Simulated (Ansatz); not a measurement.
# LiF: a vibration from a frozen displacement

Theory: DFT PBE, scalar-relativistic, plane waves, PAW in Ansatz. Settings: plane waves to 420 eV, k-mesh 10×10×10 (Γ-centred), Gaussian smearing 0.05 eV. No spin polarisation. Energies are free energies at this smearing, counted from the undisturbed cell; pressure is positive in compression.

The starting cell (as given, not relaxed at this level; it stands at 2.1 GPa):

```yaml
crystal:
  lattice:
    - [0.00000, 2.01400, 2.01400]
    - [2.01400, 0.00000, 2.01400]
    - [2.01400, 2.01400, 0.00000]
  atoms:
    - { symbol: Li, position: [0.00000, 0.00000, 0.00000] }
    - { symbol: F, position: [0.50000, 0.50000, 0.50000] }
```

Every Li atom is moved by x along the Cartesian unit vector (0.000, 0.000, -1.000); the cell and all other atoms stay fixed. The cell's volume is 16.34 Å³; the moved atoms weigh 6.940 u together and the others 18.998 u. Some rows repeat others by symmetry and weren't run.

| x (Å) | ΔE (meV/cell) | total force on the moved atoms along the move (eV/Å) | pressure (GPa) |
| --- | --- | --- | --- |
| -0.5000 | 499.44 | 3.4075 | 17.6248 |
| -0.4375 | 321.58 | 2.3437 | 12.9312 |
| -0.3750 | 200.17 | 1.5840 | 9.4258 |
| -0.3125 | 119.00 | 1.0451 | 6.8288 |
| -0.2500 | 66.17 | 0.6684 | 4.9451 |
| -0.1875 | 33.02 | 0.4089 | 3.6268 |
| -0.1250 | 13.38 | 0.2304 | 2.7634 |
| -0.0625 | 3.15 | 0.1029 | 2.2768 |
| 0.0000 | 0.00 | 0.0000 | 2.1205 |
| 0.0625 | 3.15 | -0.1029 | 2.2768 |
| 0.1250 | 13.38 | -0.2304 | 2.7634 |
| 0.1875 | 33.02 | -0.4089 | 3.6268 |
| 0.2500 | 66.17 | -0.6684 | 4.9451 |
| 0.3125 | 119.00 | -1.0451 | 6.8288 |
| 0.3750 | 200.17 | -1.5840 | 9.4258 |
| 0.4375 | 321.58 | -2.3437 | 12.9312 |
| 0.5000 | 499.44 | -3.4075 | 17.6248 |

What frequency belongs to this motion?

The force constant is k = −dF/dx = 1.646 eV/Å², from the parabola through x = -0.0625, 0 and 0.0625. In every cell the moved atoms swing against the rest, so the mass is μ = m₁m₂/(m₁ + m₂) = 5.083 u, and ν̃ = 521.5 cm⁻¹ × √(|k|/μ) = 297 cm⁻¹, at this cell's pressure of 2.1 GPa. To first order in x, and within 1 %, the force on every atom lies along the move and, within each of the two groups, in proportion to the atom's mass, so this is itself a mode at the zone centre of this cell, taken without macroscopic field (the transverse frequency in a polar insulator).

How far does the harmonic law reach?

At x = -0.500 Å, kx²/2 = 205.80 meV against the computed 499.44 meV (+142.7 %): the well stiffens in this direction at large amplitude.

The pressure changes with x². What does that say about the frequency under compression?

With E = k(V)x²/2, k ∝ V^(−2γ) and x scaling with the cell as V^(1/3), P − P0 = −∂E/∂V = (2γ − 2/3) ΔE/V. At x = 0.1250 Å, V(P − P0) = 16.34 × 0.64292 / 160.2 eV = 65.56 meV and ΔE = 13.38 meV, so γ = 1/3 + V(P − P0)/(2ΔE) = 2.78. This is the Grüneisen parameter of the motion under uniform scaling of the cell: shrinking the cell evenly by 1 % in volume raises the frequency by about 2.78 %.